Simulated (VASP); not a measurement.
Input of a VASP 6.6.1 run:

Contents of INCAR:

```
SYSTEM = Zn
PREC = Accurate
ENCUT = 520
EDIFF = 1E-7
ISMEAR = -1
SIGMA = 0.05
LREAL = .False.
LASPH = .True.
NELM = 100
ALGO = Normal
ISIF = 2
LWAVE = .False.
LCHARG = .False.
GGA = PS
NBANDS = 19
```

Contents of KPOINTS:

```
Automatic mesh
0
Gamma
  11 11 6
  0 0 0
```

File POSCAR:

```
Zn
1.0
    2.6700000000      0.0000000000      0.0000000000
   -1.3350000000      2.3122878281      0.0000000000
    0.0000000000      0.0000000000      4.9660000000
Zn
2
Direct
    0.6654170000      0.3197430000      0.7489310000
    0.3225700000      0.6801310000      0.2510750000
```

Potentials or basis: VASP PAW PBE potentials, release 64 (Zn).

Run with:

```console
$ cat potpaw_PBE.64/Zn/POTCAR > POTCAR
$ mpirun -np 1 vasp_std > vasp.out
```

Predict the band gap on the k mesh.

none (metal or under the smearing width).

Estimate the largest force.

0.046 eV/Å.

Estimate the pressure.

-5.3 GPa.

Stress tensor (GPa, compression positive):
```
-5.16 -0.07 -0.01
-0.07 -5.30  0.01
-0.01  0.01 -5.29
```

Caveat: the PAW data sets were made with another functional, which shifts forces and pressure a little.
